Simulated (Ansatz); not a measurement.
# Zn (Im-3m) in Ansatz: settings compared

One crystal, Zn, is run at these levels: revPBE, LDA; tasks: equation of state, density of states.

Everything below comes from runs of Ansatz 0.2.0. Logs are shortened: lines on timing, memory, paths and dates and some standing lists are left out, and cuts for length are marked.

**1. The crystal as given**

Symmetry: Im-3m, No. 229, cubic system. The conventional cell has a = 3.138 Å, b = 3.138 Å, c = 3.138 Å, α = 90.00°, β = 90.00°, γ = 90.00°. Zn (site symmetry m-3m) is surrounded by 8 Zn at 2.72 Å.

This isn't the form of Zn at room conditions, which is hcp.

**2. Equation of state, revPBE, collinear spin, ferromagnetic start**

run.py

```python
import json

import ase.io
import numpy as np
import spglib
from ase.calculators.calculator import CalculationFailed, Calculator
from ase.stress import full_3x3_to_voigt_6_stress
from ase.units import GPa
from ase.eos import EquationOfState

import ansatz as az

class AnsatzCalculator(Calculator):
    implemented_properties = ["energy", "free_energy", "forces", "stress", "magmom"]

    def calculate(self, atoms, properties, system_changes):
        super().calculate(atoms, properties, system_changes)
        structure = atoms.copy()
        structure.set_constraint()
        structure.set_momenta(None)
        structure.set_masses(None)
        outcome = (
            az.Crystal.from_ase(structure)
            .calculation()
            .basis(xc_grid=2)
            .kpoints(12, 12, 12)
            .functional("revpbe")
            .pseudopotentials(kind="paw", partial_waves="polarizable")
            .spin("collinear")
            .scf(tolerance=2e-10)
            .occupations(method="gaussian", width=0.1)
            .forces()
            .stress()
            .run(threads=2)
        )
        if not outcome.report["converged"]:
            raise CalculationFailed("SCF not converged")
        report = outcome.report
        self.results = {
            "free_energy": report["lagrangian_ev"],
            "energy": report["lagrangian_ev"],
            "forces": np.array(report["forces_ev_ang"]),
            "stress": -GPa * full_3x3_to_voigt_6_stress(report["stress_gpa"]),
            "magmom": report["magnetization_mub"],
        }

np.set_printoptions(precision=5, suppress=True, linewidth=110)
atoms = ase.io.read("Zn.cif")
cell, frac, numbers = spglib.find_primitive((atoms.cell[:], atoms.get_scaled_positions(), atoms.numbers), symprec=1e-5)
atoms = ase.Atoms(numbers, cell=cell, scaled_positions=frac, pbc=True)
atoms.set_initial_magnetic_moments([0.5])
atoms.calc = AnsatzCalculator()
cell = atoms.cell.copy()
volumes, energies = [], []
for x in (0.94, 0.96, 0.98, 1.0, 1.02, 1.04, 1.06):
    atoms.set_cell(cell * x ** (1 / 3), scale_atoms=True)
    volumes.append(atoms.get_volume() / len(atoms))
    energies.append(atoms.get_potential_energy() / len(atoms))
    print(f"x {x:.2f}  V = {volumes[-1]:.4f} A^3/atom  E = {energies[-1]:.6f} eV/atom  P = {-atoms.get_stress()[:3].mean() / GPa:.3f} GPa")
v0, e0, b0 = EquationOfState(volumes, energies, eos="sjeos").fit()
print(f"V0 = {v0:.4f} A^3/atom, E0 = {e0:.6f} eV/atom, B0 = {b0 / GPa:.2f} GPa")
```

Zn.cif

```cif
data_Zn
_cell_length_a 3.13807400
_cell_length_b 3.13807400
_cell_length_c 3.13807400
_cell_angle_alpha 90.00000000
_cell_angle_beta 90.00000000
_cell_angle_gamma 90.00000000
_space_group_name_H-M_alt 'Im-3m'
_space_group_name_Hall '-I 4 2 3'
_space_group_IT_number 229
loop_
_space_group_symop_operation_xyz
'x,y,z'
'-x,-y,-z'
'-y,x,z'
'y,-x,-z'
'-x,-y,z'
'x,y,-z'
'y,-x,z'
'-y,x,-z'
'x,-y,-z'
'-x,y,z'
'-y,-x,-z'
'y,x,z'
'-x,y,-z'
'x,-y,z'
'y,x,-z'
'-y,-x,z'
'z,x,y'
'-z,-x,-y'
'z,-y,x'
'-z,y,-x'
'z,-x,-y'
'-z,x,y'
'z,y,-x'
'-z,-y,x'
'-z,x,-y'
'z,-x,y'
'-z,-y,-x'
'z,y,x'
'-z,-x,y'
'z,x,-y'
'-z,y,x'
'z,-y,-x'
'y,z,x'
'-y,-z,-x'
'x,z,-y'
'-x,-z,y'
'-y,z,-x'
'y,-z,x'
'-x,z,y'
'x,-z,-y'
'-y,-z,x'
'y,z,-x'
'-x,-z,-y'
'x,z,y'
'y,-z,-x'
'-y,z,x'
'x,-z,y'
'-x,z,-y'
'x+1/2,y+1/2,z+1/2'
'-x+1/2,-y+1/2,-z+1/2'
'-y+1/2,x+1/2,z+1/2'
'y+1/2,-x+1/2,-z+1/2'
'-x+1/2,-y+1/2,z+1/2'
'x+1/2,y+1/2,-z+1/2'
'y+1/2,-x+1/2,z+1/2'
'-y+1/2,x+1/2,-z+1/2'
'x+1/2,-y+1/2,-z+1/2'
'-x+1/2,y+1/2,z+1/2'
'-y+1/2,-x+1/2,-z+1/2'
'y+1/2,x+1/2,z+1/2'
'-x+1/2,y+1/2,-z+1/2'
'x+1/2,-y+1/2,z+1/2'
'y+1/2,x+1/2,-z+1/2'
'-y+1/2,-x+1/2,z+1/2'
'z+1/2,x+1/2,y+1/2'
'-z+1/2,-x+1/2,-y+1/2'
'z+1/2,-y+1/2,x+1/2'
'-z+1/2,y+1/2,-x+1/2'
'z+1/2,-x+1/2,-y+1/2'
'-z+1/2,x+1/2,y+1/2'
'z+1/2,y+1/2,-x+1/2'
'-z+1/2,-y+1/2,x+1/2'
'-z+1/2,x+1/2,-y+1/2'
'z+1/2,-x+1/2,y+1/2'
'-z+1/2,-y+1/2,-x+1/2'
'z+1/2,y+1/2,x+1/2'
'-z+1/2,-x+1/2,y+1/2'
'z+1/2,x+1/2,-y+1/2'
'-z+1/2,y+1/2,x+1/2'
'z+1/2,-y+1/2,-x+1/2'
'y+1/2,z+1/2,x+1/2'
'-y+1/2,-z+1/2,-x+1/2'
'x+1/2,z+1/2,-y+1/2'
'-x+1/2,-z+1/2,y+1/2'
'-y+1/2,z+1/2,-x+1/2'
'y+1/2,-z+1/2,x+1/2'
'-x+1/2,z+1/2,y+1/2'
'x+1/2,-z+1/2,-y+1/2'
'-y+1/2,-z+1/2,x+1/2'
'y+1/2,z+1/2,-x+1/2'
'-x+1/2,-z+1/2,-y+1/2'
'x+1/2,z+1/2,y+1/2'
'y+1/2,-z+1/2,-x+1/2'
'-y+1/2,z+1/2,x+1/2'
'x+1/2,-z+1/2,y+1/2'
'-x+1/2,z+1/2,-y+1/2'
loop_
_atom_site_label
_atom_site_type_symbol
_atom_site_symmetry_multiplicity
_atom_site_Wyckoff_symbol
_atom_site_fract_x
_atom_site_fract_y
_atom_site_fract_z
_atom_site_occupancy
Zn1 Zn 2 a 0.0000000000 0.0000000000 0.0000000000 1
```

Potentials or basis: Ansatz PAW polarizable.

Command:

```console
python run.py
```

What it wrote:

```text
DeckWarning: basis.ecutwfc = 420 eV, auto-derived from the records' recommended cutoffs: set by Zn (normal level)
DeckWarning: output.stress: scf.convergence.dr2_threshold = 2e-10 eV is looser than the 1e-10 eV advised for a printed stress (1e-10 eV for each atom of the cell: 1). What an SCF threshold leaves in a stress goes as its square root, and in the free energy as the threshold itself, and one threshold admits the most on a small cell: of the crystals measured, under no hybrid functional and no lock of the moments, on runs that ended w [...]
PlacementWarning: RAYON_NUM_THREADS=2 ignored (pool sized by the plan → 2); use plan(threads=…)
RunWarning: the starting moments were not kept: the SCF closed with an absolute magnetisation of 7.8e-7 μB, where they sum to 0.5 μB in size (1 site). That is at most 0.1 of that sum. Measured as dr2_m measures the in/out step, that magnetisation stands 1.0e-13 eV from none, at or under the dr2_threshold of 2.0e-10 eV: it is no larger than a step whose dr2_m would equal this threshold. The system may hold no moment; this SCF sho [...]
x 0.94  V = 14.5240 A^3/atom  E = -3322.774332 eV/atom  P = 6.315 GPa
RunWarning: the starting moments were not kept: the SCF closed with an absolute magnetisation of 5.7e-7 μB, where they sum to 0.5 μB in size (1 site). That is at most 0.1 of that sum. Measured as dr2_m measures the in/out step, that magnetisation stands 5.4e-14 eV from none, at or under the dr2_threshold of 2.0e-10 eV: it is no larger than a step whose dr2_m would equal this threshold. The system may hold no moment; this SCF sho [...]
x 0.96  V = 14.8331 A^3/atom  E = -3322.784801 eV/atom  P = 4.585 GPa
RunWarning: the starting moments were not kept: the SCF closed with an absolute magnetisation of 5.6e-7 μB, where they sum to 0.5 μB in size (1 site). That is at most 0.1 of that sum. Measured as dr2_m measures the in/out step, that magnetisation stands 5.2e-14 eV from none, at or under the dr2_threshold of 2.0e-10 eV: it is no larger than a step whose dr2_m would equal this threshold. The system may hold no moment; this SCF sho [...]
x 0.98  V = 15.1421 A^3/atom  E = -3322.792181 eV/atom  P = 3.087 GPa
RunWarning: the starting moments were not kept: the SCF closed with an absolute magnetisation of 1.1e-6 μB, where they sum to 0.5 μB in size (1 site). That is at most 0.1 of that sum. Measured as dr2_m measures the in/out step, that magnetisation stands 2.2e-13 eV from none, at or under the dr2_threshold of 2.0e-10 eV: it is no larger than a step whose dr2_m would equal this threshold. The system may hold no moment; this SCF sho [...]
x 1.00  V = 15.4511 A^3/atom  E = -3322.796823 eV/atom  P = 1.759 GPa
RunWarning: the starting moments were not kept: the SCF closed with an absolute magnetisation of 4.5e-7 μB, where they sum to 0.5 μB in size (1 site). That is at most 0.1 of that sum. Measured as dr2_m measures the in/out step, that magnetisation stands 3.3e-14 eV from none, at or under the dr2_threshold of 2.0e-10 eV: it is no larger than a step whose dr2_m would equal this threshold. The system may hold no moment; this SCF sho [...]
x 1.02  V = 15.7601 A^3/atom  E = -3322.799039 eV/atom  P = 0.561 GPa
RunWarning: the starting moments were not kept: the SCF closed with an absolute magnetisation of 2.6e-7 μB, where they sum to 0.5 μB in size (1 site). That is at most 0.1 of that sum. Measured as dr2_m measures the in/out step, that magnetisation stands 1.1e-14 eV from none, at or under the dr2_threshold of 2.0e-10 eV: it is no larger than a step whose dr2_m would equal this threshold. The system may hold no moment; this SCF sho [...]
x 1.04  V = 16.0691 A^3/atom  E = -3322.799064 eV/atom  P = -0.504 GPa
RunWarning: the starting moments were not kept: the SCF closed with an absolute magnetisation of 1.3e-7 μB, where they sum to 0.5 μB in size (1 site). That is at most 0.1 of that sum. Measured as dr2_m measures the in/out step, that magnetisation stands 3.6e-15 eV from none, at or under the dr2_threshold of 2.0e-10 eV: it is no larger than a step whose dr2_m would equal this threshold. The system may hold no moment; this SCF sho [...]
x 1.06  V = 16.3782 A^3/atom  E = -3322.797188 eV/atom  P = -1.440 GPa
FutureWarning: `sjeos` is an old EOS name. Use `sj` instead. The old EOS names will be removed in ASE 3.30.0.
V0 = 15.9191 A^3/atom, E0 = -3322.799306 eV/atom, B0 = 54.36 GPa
```

It took 11 s on 2 threads of Arm Neoverse V1, shared host; peak memory 0.42 GiB.

Results:

```
Equilibrium volume                      : 15.92 Å³/atom
Bulk modulus                            : 54 GPa
Pressure derivative of the bulk modulus : 5.1
```

Energy against volume, from the lowest point:
```
volume (Å³/atom)  energy (meV/atom)
          14.524              24.73
          14.833              14.26
          15.142               6.88
          15.451               2.24
          15.760               0.03
          16.069               0.00
          16.378               1.88
```

Caveat: the potentials were made for another functional, which shifts forces and pressure; the starting moments weren't kept; the thresholds are loose for stress.

**3. Density of states, LDA**

run.py

```python
import json

import ase.io
import numpy as np
import spglib

import ansatz as az

atoms = ase.io.read("Zn.cif")
cell, frac, numbers = spglib.find_primitive((atoms.cell[:], atoms.get_scaled_positions(), atoms.numbers), symprec=1e-5)
atoms = ase.Atoms(numbers, cell=cell, scaled_positions=frac, pbc=True)

calculation = (
    az.Crystal.from_ase(atoms)
    .calculation()
    .kpoints(12, 12, 12)
    .functional("lda")
    .pseudopotentials(kind="paw", accuracy="standard", xc_functional="lda")
    .scf(extra_bands=6)
    .occupations(method="cold", width=0.05)
    .density()
    .potential()
    .output_files(volumetric_format="npy")
    .electron_localization_function()
    .density_of_states(energy_step=0.05, projected=False, nscf_kmesh=(18, 18, 18))
    .forces()
    .stress()
    .band_table(publish=True)
)
outcome = calculation.run(threads=2, events_out="events.jsonl")

report = outcome.report
for line in open("events.jsonl"):
    event = json.loads(line)
    if event["event"] == "scf_iter":
        d = event["data"]
        print(f"SCF {d['iter']:3d}  HF = {d['harris_foulkes_ev']:.6f} eV  dr2 = {d['dr2_ev']:.2e} eV")
    elif event["event"] in ("relax_step", "md_step"):
        d = event["data"]
        print(f"{event['event']} {d['step']:3d}  E = {d['lagrangian_ev']:.6f} eV")
np.set_printoptions(precision=5, suppress=True, linewidth=110)
print("converged:", report["converged"], "after", report["n_iterations"], "iterations")
print(f"free energy {report['free_energy_ev']:.6f} eV, Fermi level {report['fermi_energy_ev']:.4f} eV")
for key in ("band_edges_ev", "magnetization_mub", "site_moments_mub", "site_moments_nc_mub", "forces_ev_ang",
                "stress_gpa", "kpoints_frac", "eigenvalues_ev"):
    if report.get(key) is not None:
        print(key, np.array(report[key]), sep="\n")
```

Zn.cif is that of step 2.

Potentials or basis: JTH PAW LDA.

Command:

```console
python run.py
```

What it wrote:

```text
DeckWarning: basis.ecutwfc = 960 eV, auto-derived from the records' recommended cutoffs: set by Zn (normal level)
DeckWarning: pseudopotentials/Zn.paw.azcp: the checks of this Zn dataset prove no rule for summing its radial tables, as where they were carried onto another mesh than they were made on, and Gregory's rule is taken, under which a leading mesh point left out moves its sums only by what lay on the interval it spanned. That does not make them correct, and they differ from Quantum ESPRESSO's on this file; a re-export [...]
PlacementWarning: RAYON_NUM_THREADS=2 ignored (pool sized by the plan → 2); use plan(threads=…)
SCF   1  HF = -3244.987205 eV  dr2 = 3.06e-01 eV
SCF   2  HF = -3244.913426 eV  dr2 = 2.93e-02 eV
SCF   3  HF = -3244.875641 eV  dr2 = 8.96e-03 eV
SCF   4  HF = -3244.871248 eV  dr2 = 1.42e-04 eV
SCF   5  HF = -3244.871230 eV  dr2 = 2.22e-07 eV
SCF   6  HF = -3244.871232 eV  dr2 = 2.66e-08 eV
SCF   7  HF = -3244.871232 eV  dr2 = 6.70e-10 eV
converged: True after 7 iterations
free energy -3244.871232 eV, Fermi level 12.0079 eV
magnetization_mub
0.0
forces_ev_ang
[[-0. -0.  0.]]
stress_gpa
[[-8.40809  0.       0.     ]
 [ 0.      -8.40809 -0.     ]
 [-0.       0.      -8.40809]]
kpoints_frac
[[ 0.       0.       0.     ]
 [ 0.       0.       0.08333]
 [ 0.       0.       0.16667]
 [ 0.       0.       0.25   ]
 [ 0.       0.       0.33333]
 [ 0.       0.       0.41667]
 [ 0.       0.      -0.5    ]
 [ 0.       0.08333  0.08333]
 [ 0.       0.08333  0.16667]
 [ 0.       0.08333  0.25   ]
 [ 0.       0.08333  0.33333]
 [ 0.       0.08333  0.41667]
 [ 0.       0.16667  0.16667]
 [ 0.       0.16667  0.25   ]
 [ 0.       0.16667  0.33333]
 [ 0.       0.16667  0.41667]
 [ 0.       0.25     0.25   ]
 [ 0.       0.25     0.33333]
 [ 0.       0.33333  0.33333]
 [ 0.08333  0.08333  0.08333]
 [ 0.08333  0.08333  0.16667]
 [ 0.08333  0.08333  0.25   ]
 [ 0.08333  0.08333  0.33333]
[... 30 lines left out ...]
 [ 0.16667 -0.5     -0.5    ]
 [ 0.16667 -0.5     -0.41667]
 [ 0.16667 -0.5     -0.33333]
 [ 0.16667 -0.41667 -0.41667]
 [ 0.25     0.25     0.25   ]
 [ 0.25     0.25    -0.25   ]
 [ 0.25     0.33333 -0.33333]
 [ 0.25     0.41667 -0.41667]
 [ 0.25     0.41667 -0.33333]
 [ 0.25    -0.5     -0.5    ]
 [ 0.25    -0.5     -0.41667]
 [ 0.25    -0.41667 -0.41667]
 [ 0.33333  0.33333 -0.33333]
 [ 0.33333  0.41667 -0.41667]
 [ 0.33333 -0.5     -0.5    ]
 [ 0.33333 -0.5     -0.41667]
 [ 0.41667  0.41667 -0.41667]
 [ 0.41667 -0.5     -0.5    ]
 [-0.5     -0.5     -0.5    ]]
eigenvalues_ev
[[ 1.75322  4.30452  4.30452  4.30452  4.80973  4.80973 30.75296 30.75296 30.75296 32.62744 32.62744
  32.62744]
 [ 1.97145  4.28429  4.30977  4.35577  4.791    4.81094 28.12343 29.39481 29.90884 31.29375 31.29914
  32.37195]
 [ 2.59722  4.22919  4.34022  4.49886  4.75499  4.81486 24.00918 27.40589 28.23915 29.84041 30.36541
  32.94135]
 [ 3.40074  4.15434  4.60068  4.70223  4.74136  4.82173 20.07268 25.66006 26.72747 28.72064 29.61856
  34.10755]
 [ 3.69633  4.07998  4.75094  4.83037  4.91575  5.78937 16.46123 24.31699 25.58849 27.93989 29.10171
  35.72833]
 [ 3.6898   4.02585  4.77201  4.83784  5.07925  7.69838 13.2472  23.46773 24.88571 27.48071 28.80736
  37.70456]
 [ 3.67173  4.0061   4.78129  4.84082  5.14076  9.48416 11.03684 23.17647 24.64836 27.32933 28.71276
  39.30649]
 [ 2.39577  4.2652   4.28996  4.46936  4.75904  4.81854 26.01376 26.33288 28.25142 31.18314 31.39238
  32.77887]
 [ 3.15266  4.20561  4.3221   4.6952   4.72674  4.84534 22.13128 24.49051 26.63409 30.22382 31.61988
  32.90232]
 [ 3.71314  4.12884  4.6046   4.72688  4.83457  5.35636 18.36423 23.1317  25.31379 29.3439  31.23187
  33.78618]
 [ 3.76162  4.06357  4.74583  4.79824  4.94094  6.90682 14.94653 22.17658 24.39491 28.74993 30.76952
  35.32762]
 [ 3.72838  4.0268   4.77275  4.80866  5.06353  8.99317 11.99323 21.67942 23.92519 28.45375 30.52438
[... 102 lines left out ...]
  34.78647]
 [ 3.98982  4.07166  4.54552  4.82811  5.05031 11.69824 14.27662 16.6827  22.65283 25.07775 27.5192
  35.13769]
 [ 4.0047   4.0047   4.54014  4.97994  4.97994 13.96232 14.07835 14.07835 24.33422 25.11831 25.11831
  35.00506]
 [ 4.04947  4.07005  4.72624  4.72624  4.87534  9.28259 18.41644 18.41644 20.93504 21.99386 30.20471
  38.92073]
 [ 3.94555  3.98572  4.76326  4.82594  5.0118  11.21579 16.19461 17.61058 20.87112 22.50812 27.17729
  38.58188]
 [ 3.90482  3.9568   4.76081  4.86097  5.081   13.54663 13.56457 17.33213 20.79084 24.36042 24.74769
  38.39098]
 [ 3.88467  3.90291  4.799    4.96374  5.04623 13.30724 15.61426 15.76954 21.62327 22.41072 24.40418
  38.83415]
 [ 3.84427  3.8621   4.95741  4.95741  5.01162 13.0554  16.78597 16.78597 20.01359 21.0576  24.21782
  41.78189]
 [ 3.80787  3.81521  4.97752  5.00632  5.06647 15.10598 15.22852 16.49987 20.14284 21.63634 22.06774
  42.09526]
 [ 3.76743  3.76743  5.06116  5.06116  5.06116 16.2106  16.2106  16.2106  19.30346 20.75475 20.75475
  44.10029]]
```

dos.tsv:

```text
# E-E_F[eV]	g_bin_mean(E)[states/eV]	N(E)
# format = ansatz-dos/2
# fermi_ev = 12.026308
# fermi_mp_grid = 18 18 18
# fermi_mp_shift = 0 0 0
# nscf_kmesh_grid = 18 18 18
# nscf_kmesh_shift = 0 0 0
# tetrahedron_fermi_ev = 12.135932
# g_bin_mean(E): the states in a bin one row spacing wide, centred on E, divided by that spacing. States that the method places at a single energy (under output.dos.method: tetrahedron, those of a tetrahedron whose four corners have one energy) are counted whole in the row whose bin holds that energy (on the edge of two bins, in the lower row). The sum of g_bin_mean over a run of rows, times the row spacing, is the number of states from half a spacing under the first of them to half a spacing over the last (a plain sum, not the trapezoid rule).
-10.773090	0.000000e0	0.000000e0
-10.723090	0.000000e0	0.000000e0
-10.673090	0.000000e0	0.000000e0
-10.623090	0.000000e0	0.000000e0
-10.573090	0.000000e0	0.000000e0
-10.523090	0.000000e0	0.000000e0
[... 860 lines left out ...]
32.526910	0.000000e0	2.400000e1
32.576910	0.000000e0	2.400000e1
```

rho_z.tsv:

```text
# z_ang	rho[e/angstrom^3]
# format = ansatz-planar-average/11
# lattice	-1.569037000	1.569037000	1.569037000
# lattice	1.569037000	-1.569037000	1.569037000
# lattice	1.569037000	1.569037000	-1.569037000
# sites	1
# site	30	0.000000000	0.000000000	0.000000000
0.000000	1.724688e0
0.084927	1.696682e0
0.169853	1.615436e0
0.254780	1.488744e0
0.339706	1.327887e0
0.424633	1.145827e0
[... 24 lines left out ...]
2.547799	1.615436e0
2.632725	1.696682e0
```

Run time: 4 s. Hardware: 2 threads of Arm Neoverse V1, shared host; peak memory 0.46 GiB.

Results:

- Free energy: -3244.8712 eV
- Pressure: -8.4 GPa
- Band gap on the k mesh: none (metal or under the smearing width)
- Density of states at the Fermi level: 0.32 states/eV per cell

States per cell in windows of 1 eV (zero at the Fermi level; states under -8 eV left out):
```
from (eV)  total
     -8.0   7.82
     -7.0   0.35
     -6.0   0.22
     -5.0   0.23
     -4.0   0.26
     -3.0   0.30
     -2.0   0.24
     -1.0   0.28
      0.0   0.34
      1.0   0.36
      2.0   0.36
      3.0   0.39
      4.0   0.42
      5.0   0.41
      6.0   0.39
      7.0   0.38
```
